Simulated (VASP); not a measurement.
# KI (Fm-3m) in VASP: settings compared, part 2 of 3

VASP 6.6.1. The steps go on from the part before.

## 4. Electric field gradients, PBEsol

Input file INCAR:

```
  ALGO = Normal
  EDIFF = 1E-7
  ENCUT = 500
  GGA = PS
  ISIF = 2
  ISMEAR = -1
  LASPH = True
  LCHARG = False
  LEFG = True
  LREAL = False
  LWAVE = False
  NELM = 100
  PREC = Accurate
  SIGMA = 0.02
```

Input file KPOINTS:

```
k-points
0
Gamma
  6 6 6
```

Input file POSCAR:

```
KI
1.0
    0.0000000000      3.5327750000      3.5327750000
    3.5327750000      0.0000000000      3.5327750000
    3.5327750000      3.5327750000      0.0000000000
K I
1 1
Direct
    0.0000000000      0.0000000000      0.0000000000
    0.5000000000      0.5000000000      0.5000000000
```

Potentials or basis: VASP PAW PBE potentials, release 64 (K_pv, I).

Run with:

```bash
$ cat potpaw_PBE.64/K_pv/POTCAR potpaw_PBE.64/I/POTCAR > POTCAR
$ mpirun -np 1 vasp_std > vasp.out
```

OUTCAR:

```text
EDIFF = 1E-7
   ENCUT = 500
   GGA = PS
   ISIF = 2
   ISMEAR = -1
   LASPH = True
   LREAL = False
   NELM = 100
   PREC = Accurate

 ion  position               nearest neighbor table
   1  0.000  0.000  0.000-   2 3.53   2 3.53   2 3.53   2 3.53   2 3.53   2 3.53
   2  0.500  0.500  0.500-   1 3.53   1 3.53   1 3.53   1 3.53   1 3.53   1 3.53

  LATTYP: Found a face centered cubic cell.
 ALAT       =     7.0655500000

  Lattice vectors:

 A1 = (   0.0000000000,   3.5327750000,   3.5327750000)
 A2 = (   3.5327750000,   0.0000000000,   3.5327750000)
 A3 = (   3.5327750000,   3.5327750000,   0.0000000000)

Analysis of symmetry for initial positions (statically):
=====================================================================
 Subroutine PRICEL returns:
 Original cell was already a primitive cell.

 Routine SETGRP: Setting up the symmetry group for a
 face centered cubic supercell.

 Subroutine GETGRP returns: Found 48 space group operations
 (whereof 48 operations were pure point group operations)
 out of a pool of 48 trial point group operations.

The static configuration has the point symmetry O_h .

Analysis of symmetry for dynamics (positions and initial velocities):
=====================================================================
 Subroutine PRICEL returns:
 Original cell was already a primitive cell.

 Routine SETGRP: Setting up the symmetry group for a
 face centered cubic supercell.

 Subroutine GETGRP returns: Found 48 space group operations
 (whereof 48 operations were pure point group operations)
 out of a pool of 48 trial point group operations.
[... 358 lines left out ...]
  band No.  band energies     occupation
      1     -13.3084      2.00000
      2     -13.3012      2.00000
      3     -13.2869      2.00000
      4     -11.7493      2.00000
      5      -2.2977      2.00000
      6      -1.9809      2.00000
      7      -1.9605      2.00000
      8       4.1577      0.00000
      9       4.9039      0.00000
     10       5.9087      0.00000
     11       6.8657      0.00000

------------------------ aborting loop because EDIFF is reached ----------------------------------------

  FORCE on cell =-STRESS in cart. coord.  units (eV):
  Direction    XX          YY          ZZ          XY          YZ          ZX
  --------------------------------------------------------------------------------------
  -------------------------------------------------------------------------------------
  Total       -0.0564789     -0.0564789     -0.0564789      0.0000000     -0.0000000      0.0000000
  in kB       -1.0261690     -1.0261690     -1.0261690      0.0000000     -0.0000000      0.0000000
  external PRESSURE =      -1.0261690 kB  Pullay stress =       0.0000000 kB

 VOLUME and BASIS-vectors are now :
 -----------------------------------------------------------------------------
  energy-cutoff  :      500.00
  volume of cell :       88.18
      direct lattice vectors                 reciprocal lattice vectors
     0.000000000  3.532775000  3.532775000    -0.141531799  0.141531799  0.141531799
     3.532775000  0.000000000  3.532775000     0.141531799 -0.141531799  0.141531799
     3.532775000  3.532775000  0.000000000     0.141531799  0.141531799 -0.141531799

 POSITION                                       TOTAL-FORCE (eV/Angst)
 -----------------------------------------------------------------------------------
      0.00000      0.00000      0.00000         0.000000      0.000000      0.000000
      3.53277      3.53277      3.53277        -0.000000     -0.000000     -0.000000
 -----------------------------------------------------------------------------------
    total drift:                                0.000000      0.000000      0.000000

  FREE ENERGIE OF THE ION-ELECTRON SYSTEM (eV)
  ---------------------------------------------------
  free  energy   TOTEN  =        -5.7752490621 eV

  energy  without entropy=       -5.7752490621  energy(sigma->0) =       -5.77524906

 Electric field gradients (V/A^2)
---------------------------------------------------------------------
 ion       V_xx      V_yy      V_zz      V_xy      V_xz      V_yz
---------------------------------------------------------------------
   1       0.000    -0.000     0.000    -0.000    -0.000    -0.000
   2      -0.000    -0.000     0.000    -0.000    -0.000    -0.000
---------------------------------------------------------------------

 Electric field gradients after diagonalization (V/A^2)
 (convention: |V_zz| > |V_xx| > |V_yy|)
----------------------------------------------------------------------
 ion       V_xx      V_yy      V_zz     asymmetry (V_yy - V_xx)/ V_zz
----------------------------------------------------------------------
   1       0.000     0.000    -0.000       0.000
   2       0.000     0.000    -0.000       0.000
----------------------------------------------------------------------

           NMR quadrupolar parameters

 Cq : quadrupolar parameter    Cq=e*Q*V_zz/h
 eta: asymmetry parameters     (V_yy - V_xx)/ V_zz
 Q  : nuclear electric quadrupole moment in mb (millibarn)
----------------------------------------------------------------------
 ion       Cq(MHz)       eta       Q (mb)
----------------------------------------------------------------------
   1      -0.000       0.000       1.000
   2      -0.000       0.000       1.000
----------------------------------------------------------------------
```

stdout:

```text
POSCAR found type information on POSCAR K I
 POSCAR found :  2 types and       2 ions
 scaLAPACK will be used
 -----------------------------------------------------------------------------
|                                                                             |
|                                                                             |
|     You enforced a specific xc type in the INCAR file but a different       |
|     I HOPE YOU KNOW WHAT YOU ARE DOING!                                     |
|                                                                             |
 -----------------------------------------------------------------------------

 LDA part: xc-table for (Slater+PW92), standard interpolation
 POSCAR, INCAR and KPOINTS ok, starting setup
 FFT: planning ... GRIDC
 FFT: planning ... GRID_SOFT
 FFT: planning ... GRID
 WAVECAR not read
 entering main loop
ion   1

ion   2
```

Wall time 15 s (1 thread of Intel Xeon Platinum 8488C (Sapphire Rapids), shared host); peak memory 0.2 GiB.

Results:

| Property | Result |
| --- | --- |
| Free energy | -5.7752 eV |
| Pressure | -0.1 GPa |
| Band gap on the k mesh | 3.81 eV, direct |

Electric field gradients, principal values (V/Å²):
| atom | Vxx | Vyy | Vzz |
| --- | --- | --- | --- |
| 1 K | 0.000 | 0.000 | 0.000 |
| 2 I | 0.000 | 0.000 | 0.000 |

Caveat: the PAW data sets were made with another functional, which shifts forces and pressure a little; spin-orbit coupling is left out, which moves the levels of the heavy elements.

## 5. Electric field gradients, PBEsol

INCAR: that of step 4 with these lines changed.

```diff
@@ -2,3 +2,3 @@
   EDIFF = 1E-7
-  ENCUT = 500
+  ENCUT = 600
   GGA = PS
```

KPOINTS is that of step 4.

POSCAR is that of step 4.

Potentials or basis: VASP PAW PBE potentials, release 64 (K_sv, I).

Run with:

```bash
$ cat potpaw_PBE.64/K_sv/POTCAR potpaw_PBE.64/I/POTCAR > POTCAR
$ mpirun -np 1 vasp_std > vasp.out
```

OUTCAR:

```text
EDIFF = 1E-7
   ENCUT = 600
   GGA = PS
   ISIF = 2
   ISMEAR = -1
   LASPH = True
   LREAL = False
   NELM = 100
   PREC = Accurate

 ion  position               nearest neighbor table
   1  0.000  0.000  0.000-   2 3.53   2 3.53   2 3.53   2 3.53   2 3.53   2 3.53
   2  0.500  0.500  0.500-   1 3.53   1 3.53   1 3.53   1 3.53   1 3.53   1 3.53

  LATTYP: Found a face centered cubic cell.
 ALAT       =     7.0655500000

  Lattice vectors:

 A1 = (   0.0000000000,   3.5327750000,   3.5327750000)
 A2 = (   3.5327750000,   0.0000000000,   3.5327750000)
 A3 = (   3.5327750000,   3.5327750000,   0.0000000000)

Analysis of symmetry for initial positions (statically):
[... 439 lines left out ...]
  free  energy   TOTEN  =        -5.8145981750 eV

  energy  without entropy=       -5.8145981750  energy(sigma->0) =       -5.81459817

 Electric field gradients (V/A^2)
---------------------------------------------------------------------
 ion       V_xx      V_yy      V_zz      V_xy      V_xz      V_yz
---------------------------------------------------------------------
   1      -0.000    -0.000     0.000    -0.000    -0.000    -0.000
   2      -0.000     0.000     0.000    -0.000    -0.000    -0.000
---------------------------------------------------------------------

 Electric field gradients after diagonalization (V/A^2)
 (convention: |V_zz| > |V_xx| > |V_yy|)
----------------------------------------------------------------------
 ion       V_xx      V_yy      V_zz     asymmetry (V_yy - V_xx)/ V_zz
----------------------------------------------------------------------
   1       0.000     0.000    -0.001       0.000
   2       0.000     0.000    -0.000       0.000
----------------------------------------------------------------------

           NMR quadrupolar parameters

 Cq : quadrupolar parameter    Cq=e*Q*V_zz/h
 eta: asymmetry parameters     (V_yy - V_xx)/ V_zz
 Q  : nuclear electric quadrupole moment in mb (millibarn)
----------------------------------------------------------------------
 ion       Cq(MHz)       eta       Q (mb)
----------------------------------------------------------------------
   1      -0.000       0.000       1.000
   2      -0.000       0.000       1.000
----------------------------------------------------------------------
```

OSZICAR:

```text
N       E                     dE             d eps       ncg     rms          rms(c)
DAV:   1     0.991281801559E+02    0.99128E+02   -0.71999E+03   384   0.127E+03
DAV:   2     0.827872874781E+00   -0.98300E+02   -0.92099E+02   440   0.261E+02
DAV:   3    -0.554235437400E+01   -0.63702E+01   -0.63492E+01   512   0.611E+01
DAV:   4    -0.589887558097E+01   -0.35652E+00   -0.35609E+00   692   0.124E+01
DAV:   5    -0.590006290327E+01   -0.11873E-02   -0.11873E-02   504   0.820E-01    0.291E+00
DAV:   6    -0.581728456224E+01    0.82778E-01   -0.11477E-01   464   0.244E+00    0.210E+00
DAV:   7    -0.581003254963E+01    0.72520E-02   -0.12388E-01   472   0.216E+00    0.863E-01
DAV:   8    -0.581439654671E+01   -0.43640E-02   -0.15775E-02   472   0.107E+00    0.228E-01
DAV:   9    -0.581429190224E+01    0.10464E-03   -0.68152E-04   496   0.177E-01    0.101E-01
DAV:  10    -0.581459230290E+01   -0.30040E-03   -0.49705E-04   452   0.130E-01    0.910E-02
DAV:  11    -0.581459642879E+01   -0.41259E-05   -0.77890E-05   480   0.562E-02    0.136E-02
DAV:  12    -0.581459703005E+01   -0.60126E-06   -0.38820E-06   500   0.201E-02    0.843E-03
DAV:  13    -0.581459798142E+01   -0.95137E-06   -0.11677E-06   436   0.771E-03    0.449E-03
DAV:  14    -0.581459815327E+01   -0.17185E-06   -0.19146E-07   480   0.362E-03    0.117E-03
DAV:  15    -0.581459817500E+01   -0.21724E-07   -0.78657E-09   300   0.767E-04
   1 F= -.58145982E+01 E0= -.58145982E+01  d E =-.834608E-12
```

stdout:

```text
POSCAR found type information on POSCAR K I
 POSCAR found :  2 types and       2 ions
 scaLAPACK will be used
 -----------------------------------------------------------------------------
|                                                                             |
|                                                                             |
|     You enforced a specific xc type in the INCAR file but a different       |
|     I HOPE YOU KNOW WHAT YOU ARE DOING!                                     |
|                                                                             |
 -----------------------------------------------------------------------------

 LDA part: xc-table for (Slater+PW92), standard interpolation
 POSCAR, INCAR and KPOINTS ok, starting setup
 FFT: planning ... GRIDC
 FFT: planning ... GRID_SOFT
 FFT: planning ... GRID
 WAVECAR not read
 entering main loop
ion   1

ion   2
```

It took 31 s on 1 thread of Intel Xeon Platinum 8488C (Sapphire Rapids), shared host; peak memory 0.24 GiB.

What came out:

* Free energy: -5.8146 eV
* Pressure: -0.2 GPa
* Band gap on the k mesh: 3.81 eV, direct

Electric field gradients, principal values (V/Å²):
| atom | Vxx | Vyy | Vzz |
| --- | --- | --- | --- |
| 1 K | 0.000 | 0.000 | -0.001 |
| 2 I | 0.000 | 0.000 | 0.000 |

Caveat: the PAW data sets were made with another functional, which shifts forces and pressure a little; spin-orbit coupling is left out, which moves the levels of the heavy elements.

(Part 2 of 3 ends here.)
